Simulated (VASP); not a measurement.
Write the native input for VASP 6.6.1 that does the following.

* Task: electric field gradients
* Functional: PBE
* Potentials or basis: VASP PAW PBE potentials, release 64 (P)
* Cutoff: 520 eV
* k mesh: 15 × 15 × 8
* Occupations: fermi-dirac, width 0.05 eV
* Spin: no spin polarisation
* Dipole correction: no
* Further INCAR settings: ALGO = Normal; EDIFF = 1e-08; NBANDS = 12

The structure of P lies in POSCAR:

```
P
1.0
    2.7865440399      0.0000000000      0.0000000000
   -1.3932720200      2.4132179274      0.0000000000
    0.0000000000      0.0000000000      4.5876880108
P
2
Direct
    0.3333333333      0.6666666667      0.2500000000
    0.6666666667      0.3333333333      0.7500000000
```

This isn't the form of P at room conditions, which is orthorhombic.

The cell isn't the ideal one: x and y stretched by +3 %, z held, PAW files.

These files were run (other wordings do the same):

INCAR

```
PREC = Accurate
ENCUT = 520
EDIFF = 1E-8
ISMEAR = -1
SIGMA = 0.05
LREAL = False
LASPH = True
NELM = 100
ALGO = Normal
ISIF = 2
LWAVE = False
LCHARG = False
GGA = PE
LEFG = True
NBANDS = 12
```

KPOINTS

```
regular mesh
0
Gamma
  15 15 8
```

Potentials or basis: VASP PAW PBE potentials, release 64 (P).

Launch:

```sh
$ cat potpaw_PBE.64/P/POTCAR > POTCAR
$ mpirun -np 1 vasp_std > vasp.out
```

It gave:

The pressure is -5.0 GPa and the band gap on the k mesh is none (metal or under the smearing width).

Wall time 19 s on 1 thread of Intel(R) Xeon(R) Platinum 8488C (Sapphire Rapids), on a shared host, peak memory 0.17 GiB.
